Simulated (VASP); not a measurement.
# GaP (F-43m) in VASP: Born charges and dielectric tensor with LDA

Aim: the Born charges and dielectric tensor of GaP with LDA.

All numbers are computed with VASP 6.6.1; they aren't measurements. Logs are shortened: lines on timing, memory, paths and dates and some standing lists are left out, and cuts for length are marked.

**Measured values to compare with.**

From “Stacking defects in GaP nanowires: Electronic structure and optical properties”, 2018, arxiv:1810.01194, for a bulk crystal of GaP at 10 K: band gap 2.34 eV (indirect).

The results are compared with them further down.

## (1) The structure

Symmetry: F-43m, No. 216, cubic system. The conventional cell has a = 5.553 Å, b = 5.553 Å, c = 5.553 Å, α = 90.00°, β = 90.00°, γ = 90.00°. Ga (site symmetry -43m) has 4 P at 2.40 Å as nearest neighbours. P (site symmetry -43m) has 4 Ga at 2.40 Å as nearest neighbours.

The cell is a database's computed one.

## (2) Born charges and dielectric tensor, LDA

INCAR

```
PREC = Accurate
ENCUT = 600
EDIFF = 1E-8
ISMEAR = 0
SIGMA = 0.02
LREAL = False
LASPH = True
NELM = 100
ALGO = Fast
ISIF = 2
LWAVE = False
LCHARG = False
GGA = CA
LEPSILON = True
IBRION = 8
NSW = 1
```

KPOINTS

```
Automatic mesh
0
Gamma
  8 8 8
```

POSCAR

```
GaP
1.0
    0.0000000000      2.7765900000      2.7765900000
    2.7765900000      0.0000000000      2.7765900000
    2.7765900000      2.7765900000      0.0000000000
Ga P
1 1
Direct
    0.0000000000      0.0000000000      0.0000000000
    0.7500000000      0.7500000000      0.7500000000
```

Potentials or basis: VASP PAW LDA potentials, release 64 (Ga_d, P).

The run is started by

```console
$ cat potpaw_LDA.64/Ga_d/POTCAR potpaw_LDA.64/P/POTCAR > POTCAR
$ mpirun -np 1 vasp_std > vasp.out
```

OUTCAR:

```text
PREC = Accurate
   ENCUT = 600
   EDIFF = 1E-8
   ISMEAR = 0
   LREAL = False
   LASPH = True
   NELM = 100
   ISIF = 2
   GGA = CA
   LEPSILON = True
   IBRION = 8
   NSW = 1

 ion  position               nearest neighbor table
   1  0.000  0.000  0.000-   2 2.40   2 2.40   2 2.40   2 2.40
   2  0.750  0.750  0.750-   1 2.40   1 2.40   1 2.40   1 2.40

  LATTYP: Found a face centered cubic cell.
 ALAT       =     5.5531800000

  Lattice vectors:

 A1 = (   0.0000000000,   2.7765900000,   2.7765900000)
 A2 = (   2.7765900000,   0.0000000000,   2.7765900000)
 A3 = (   2.7765900000,   2.7765900000,   0.0000000000)

Analysis of symmetry for initial positions (statically):
=====================================================================
 Subroutine PRICEL returns:
 Original cell was already a primitive cell.

 Routine SETGRP: Setting up the symmetry group for a
 face centered cubic supercell.

 Subroutine GETGRP returns: Found 24 space group operations
 (whereof 24 operations were pure point group operations)
 out of a pool of 48 trial point group operations.

The static configuration has the point symmetry T_d .

Analysis of symmetry for dynamics (positions and initial velocities):
=====================================================================
 Subroutine PRICEL returns:
 Original cell was already a primitive cell.

 Routine SETGRP: Setting up the symmetry group for a
 face centered cubic supercell.

 Subroutine GETGRP returns: Found 24 space group operations
 (whereof 24 operations were pure point group operations)
 out of a pool of 48 trial point group operations.

The dynamic configuration has the point symmetry T_d .

 Subroutine INISYM returns: Found 24 space group operations
 (whereof 24 operations are pure point group operations),
 and found     1 'primitive' translations

----------------------------------------------------------------------------------------

                                     Primitive cell

  volume of cell :      42.8120

  direct lattice vectors                    reciprocal lattice vectors
     0.000000000  2.776590000  2.776590000    -0.180077001  0.180077001  0.180077001
     2.776590000  0.000000000  2.776590000     0.180077001 -0.180077001  0.180077001
     2.776590000  2.776590000  0.000000000     0.180077001  0.180077001 -0.180077001

  length of vectors
     3.926691235  3.926691235  3.926691235     0.311902515  0.311902515  0.311902515

  position of ions in fractional coordinates (direct lattice)
     0.000000000  0.000000000  0.000000000
     0.750000000  0.750000000  0.750000000

  ion indices of the primitive-cell ions
   primitive index   ion index
                 1           1
                 2           2

----------------------------------------------------------------------------------------

 KPOINTS: Automatic mesh

Automatic generation of k-mesh.
 Grid dimensions read from file:
 generate k-points for:    8    8    8

 Generating k-lattice:

  Cartesian coordinates                     Fractional coordinates (reciprocal lattice)
[... 535 lines left out ...]
  ---------------------------------------------------
  free energy    TOTEN  =        -1.52727767 eV

  energy without entropy =       -1.52727767

------------------------ aborting loop because EDIFF is reached ----------------------------------------

--------------------------------------- Ionic step        2  -------------------------------------------

------------------------ aborting loop because EDIFF is reached ----------------------------------------

--------------------------------------- Ionic step        3  -------------------------------------------

------------------------ aborting loop because EDIFF is reached ----------------------------------------

 PIEZOELECTRIC TENSOR FIELD DIRECTION 3  (e Angst)
 -----------------------------------------------------------------------------
    -0.00025  2.27771  0.00000           (  0.00000  0.03443  0.00000)
     2.27771 -0.00025  0.00000           (  0.03443  0.00000  0.00000)
     0.00000  0.00000 -0.00129           (  0.00000  0.00000 -0.00000)

 PIEZOELECTRIC TENSOR FIELD DIRECTION 3  (C/m^2)
 -----------------------------------------------------------------------------
    -0.00010  0.85240  0.00000
     0.85240 -0.00010  0.00000
     0.00000  0.00000 -0.00048

--------------------------------------- Ionic step        4  -------------------------------------------

------------------------ aborting loop because EDIFF is reached ----------------------------------------

[... ionic steps 5 to 6 ...]

--------------------------------------- Ionic step        7  -------------------------------------------

 Free energy of the ion-electron system (eV)
  ---------------------------------------------------
  ---------------------------------------------------
  free energy    TOTEN  =        -0.04752157 eV

  energy without entropy =       -0.04752157

------------------------ aborting loop because EDIFF is reached ----------------------------------------

 INTERNAL STRAIN TENSOR  FOR ION    2  DIRECTION 1   (eV/Angst):
 -----------------------------------------------------------------------------
    -0.00960  0.00000  0.00000
     0.00000  0.00689  4.43389
     0.00000  4.43389  0.00689

 MACROSCOPIC STATIC DIELECTRIC TENSOR (including local field effects in DFT)
 ------------------------------------------------------
          13.243164    -0.000000    -0.000000
          -0.000000    13.243164     0.000000
          -0.000000    -0.000000    13.243164
 ------------------------------------------------------

 PIEZOELECTRIC TENSOR (including local field effects)  for field in x, y, z        (e  Angst)
          XX          YY          ZZ          XY          YZ          ZX
  --------------------------------------------------------------------------------
  x    -0.00000    -0.00000     0.00000     0.00000     2.28495     0.00000
  y     0.00000    -0.00000     0.00000     0.00000     0.00000     2.28495
  z    -0.00000    -0.00000     0.00000     2.28495     0.00000     0.00000

 PIEZOELECTRIC TENSOR (including local field effects)  for field in x, y, z        (C/m^2)
          XX          YY          ZZ          XY          YZ          ZX
  --------------------------------------------------------------------------------
  x    -0.00000    -0.00000     0.00000     0.00000     0.85511     0.00000
  y     0.00000    -0.00000     0.00000     0.00000     0.00000     0.85511
  z    -0.00000    -0.00000     0.00000     0.85511     0.00000     0.00000

 BORN EFFECTIVE CHARGES (including local field effects) (in |e|, cummulative output)
 ---------------------------------------------------------------------------------
 ion    1
    1     2.28660     0.00000     0.00000
    2    -0.00000     2.28660    -0.00000
    3     0.00000    -0.00000     2.28660
 ion    2
    1    -2.28660    -0.00000    -0.00000
    2     0.00000    -2.28660     0.00000
    3     0.00000     0.00000    -2.28660

 INTERNAL STRAIN TENSOR FOR ION    2 for displacements in x,y,z  (eV/Angst):
          X           Y           Z          XY          YZ          ZX
  --------------------------------------------------------------------------------
  x    -0.00000     0.00000     0.00000     0.00000     4.43389     0.00000
  y     0.00000     0.00000     0.00000     0.00000     0.00000     4.43389
  z     0.00000     0.00000    -0.00000     4.43389     0.00000     0.00000

 SECOND DERIVATIVES (NOT SYMMETRIZED)
 ------------------------------------
               1X          1Y          1Z          2X          2Y          2Z
  1X    -8.423902    0.000000    0.000000    8.423902    0.000000    0.000000
  1Y     0.000000   -8.423902    0.000000    0.000000    8.423902    0.000000
  1Z     0.000000    0.000000   -8.423902    0.000000    0.000000    8.423902
  2X     8.430914    0.000000    0.000000   -8.430914    0.000000    0.000000
  2Y     0.000000    8.430914    0.000000    0.000000   -8.430914    0.000000
  2Z     0.000000    0.000000    8.430914    0.000000    0.000000   -8.430914

 Eigenvectors and eigenvalues of the dynamical matrix
 ----------------------------------------------------

   1 f  =    9.800632 THz    61.579187 2PiTHz  326.913897 cm-1    40.532139 meV
             X         Y         Z           dx          dy          dz
      0.000000  0.000000  0.000000     0.000000    0.554454    0.000000
      4.164885  4.164885  4.164885     0.000000   -0.832215    0.000000
[... 21 lines left out ...]
   6 f/i=    0.001881 THz     0.011820 2PiTHz    0.062749 cm-1     0.007780 meV
             X         Y         Z           dx          dy          dz
      0.000000  0.000000  0.000000     0.000000    0.000000    0.832215
      4.164885  4.164885  4.164885     0.000000    0.000000    0.554454

--------------------------------------------------------------------------------------------------------

 MACROSCOPIC STATIC DIELECTRIC TENSOR IONIC CONTRIBUTION
 ------------------------------------------------------
           2.622338    -0.000000     0.000000
          -0.000000     2.622338    -0.000000
           0.000000    -0.000000     2.622338
 ------------------------------------------------------

 ELASTIC MODULI CONTR FROM IONIC RELAXATION (kBar)
 Direction    XX          YY          ZZ          XY          YZ          ZX
 --------------------------------------------------------------------------------
 XX          -0.0000      0.0000      0.0000     -0.0000      0.0000     -0.0000
 YY           0.0000     -0.0000      0.0000     -0.0000     -0.0000     -0.0000
 ZZ           0.0000      0.0000     -0.0000      0.0000     -0.0000     -0.0000
 XY          -0.0000     -0.0000      0.0000    -86.0017      0.0000      0.0000
 YZ           0.0000     -0.0000     -0.0000      0.0000    -86.0017      0.0000
 ZX          -0.0000     -0.0000     -0.0000      0.0000      0.0000    -86.0017
 --------------------------------------------------------------------------------

 PIEZOELECTRIC TENSOR IONIC CONTR  for field in x, y, z        (C/m^2)
          XX          YY          ZZ          XY          YZ          ZX
  --------------------------------------------------------------------------------
  x     0.00000    -0.00000    -0.00000    -0.00000    -0.44686    -0.00000
  y    -0.00000    -0.00000    -0.00000     0.00000     0.00000    -0.44686
  z    -0.00000    -0.00000     0.00000    -0.44686     0.00000     0.00000
```

Wall time 3.2 min (1 thread of Intel Xeon 6975P-C (Granite Rapids), shared host); peak memory 0.31 GiB.

What came out:

```
Band gap on the k mesh                                  : 1.18 eV, direct
Electronic dielectric tensor (diagonal)                 : 13.24
Born charges (mean of the diagonal)                     : Ga +2.29; P -2.29 e
Highest phonon frequency at Γ, LO-TO splitting left out : 327 cm⁻¹
```

Levels at points of the mesh, in eV from the valence-band top:
| k point | band 7 | band 8 | band 9 | band 10 | band 11 | band 12 |
| --- | --- | --- | --- | --- | --- | --- |
| (0.00, 0.00, 0.00) | 0.00 | 0.00 | 0.00 | 1.18 | 3.80 | 3.80 |
| (0.50, 0.00, 0.00) | -6.40 | -1.05 | -1.05 | 1.34 | 4.64 | 4.64 |
| (0.50, 0.50, 0.00) | -6.59 | -2.52 | -2.52 | 1.60 | 1.72 | 10.03 |

Phonon frequencies in cm⁻¹ (negative: imaginary):
| q point | frequencies |
| --- | --- |
| (0.000, 0.000, 0.000) | 0 0 0 327 327 327 |

Electronic dielectric tensor:
```
13.24  0.00  0.00
 0.00 13.24  0.00
 0.00  0.00 13.24
```

Born effective charge tensors (e):
atom 1, Ga
```
2.29 0.00 0.00
0.00 2.29 0.00
0.00 0.00 2.29
```
atom 2, P
```
-2.29  0.00  0.00
 0.00 -2.29  0.00
 0.00  0.00 -2.29
```

## (3) How close it comes

Step 2. A measured gap of GaP is 2.34 eV (indirect; 10 K; quoted in “Stacking defects in GaP nanowires: Electronic structure and optical properties”, 2018, arxiv:1810.01194); the calculated 1.18 eV misses it by -1.16 eV. Spin-orbit coupling on Ga is left out. The value is that of LDA on a finite k mesh, which can miss the band edges, without temperature or zero-point motion. Semilocal functionals fall short of measured gaps as a rule. The cell is a database's relaxed one, not the measured one, which moves gaps too.
